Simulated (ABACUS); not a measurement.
## InAs: equation of state with rPW86PBE

The system is InAs.

```
In As
1.0
     0.00000    2.87730    2.87730
     2.87730    0.00000    2.87730
     2.87730    2.87730    0.00000
In As
1 1
Direct
  0.50000 0.50000 0.50000
  0.00000 0.00000 0.00000
```

Measurements of this composition are mostly on another form, of space group No. 216.

```yaml
Program: ABACUS 3.10.1
Task: equation of state
Functional: rPW86PBE
Potentials_or_basis: SG15 ONCV 1.2 PBE
Cutoff: 1143 eV
Density_cutoff: 4572 eV
Basis: plane waves
k_mesh: 6 × 6 × 6
Occupations: fermi-dirac, width 0.05 eV
Spin: no spin polarisation
```

```
Equilibrium volume                      : 25.13 Å³/atom
Bulk modulus                            : 52 GPa
Pressure derivative of the bulk modulus : 4.9
```

Energy against volume, from the lowest point:
| volume (Å³/atom) | energy (meV/atom) |
| --- | --- |
| 22.392 | 60.11 |
| 22.868 | 39.31 |
| 23.344 | 23.47 |
| 23.821 | 12.07 |
| 24.297 | 4.64 |
| 24.774 | 0.74 |
| 25.250 | 0.00 |

All runs of the series together: 26 s on 4 threads of AMD EPYC 9R14 (Zen 4), on a shared host.

Caveat: the potentials were made for another functional, which shifts forces and pressure.
